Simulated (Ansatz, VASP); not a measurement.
# One calculation of Ir, two programs

The input INCAR:

```
ALGO     = Normal         # electronic algorithm
EDIFF    = 1E-6           # SCF threshold, eV
ENCUT    = 520            # plane-wave cutoff, eV
GGA      = RP             # functional
ISIF     = 2              # what is computed and relaxed
ISMEAR   = -1             # smearing method
LASPH    = T              # aspherical terms in the spheres
LCHARG   = F              # write CHGCAR
LREAL    = F              # projectors in reciprocal space
LWAVE    = F              # write WAVECAR
NBANDS   = 10             # bands
NELM     = 80             # most SCF steps
PREC     = Accurate       # precision mode
SIGMA    = 0.1            # smearing width, eV
```

File KPOINTS:

```
k-points
0
Gamma
  23 23 23
```

Contents of POSCAR:

```
Ir
1.0
    0.0000000000      1.9695690195      1.9695690195
    1.9695690195      0.0000000000      1.9695690195
    1.9695690195      1.9695690195      0.0000000000
Ir
1
Direct
    0.0000000000      0.0000000000      0.0000000000
```

Input for Ansatz:

```yaml
crystal:
  lattice:
    - [0.0, 1.9695690197, 1.9695690197]
    - [1.9695690197, 0.0, 1.9695690197]
    - [1.9695690197, 1.9695690197, 0.0]
  atoms:
    - { symbol: Ir, position: [0.0, 0.0, 0.0] }
hamiltonian:
  xc: rpbe
  pseudopotentials:
    kind: paw
    azcp:
      Ir: "pseudopotentials/Ir.paw.azcp"
basis:
  ecutwfc: 420
  fft_grid_basis: typed
kpoints:
  mp_grid: { grid: [23, 23, 23], shift: [0, 0, 0] }
magnetization:
  spin_polarized: false
scf:
  occupations: { method: fermi_dirac, width: 0.1 }
output:
  stress: true
```

Alike in both runs: task single point; functional RPBE; k mesh 23 × 23 × 23; occupations fermi-dirac, width 0.1 eV; no spin polarisation.

|  | VASP | Ansatz |
| --- | --- | --- |
| version | VASP 6.6.1 | Ansatz 0.2.0 |
| potentials or method | VASP PAW PBE potentials, release 64 (Ir) | plane waves (420 eV) with PAW, scalar-relativistic |
| plane-wave cutoff (eV) | 520 | 420 |
| valence electrons in the cell | 9 | 17 |

Ansatz gave:

| Property | Result |
| --- | --- |
| pressure (GPa) | -11.9 |

Which values does VASP return?

Pressure (GPa): -11.6.

The two sets of potentials don't hold the same shells in valence.

Caveats: the PAW data sets were made with another functional, which shifts forces and pressure a little (VASP). Spin-orbit coupling is left out, which matters for the levels of Ir.
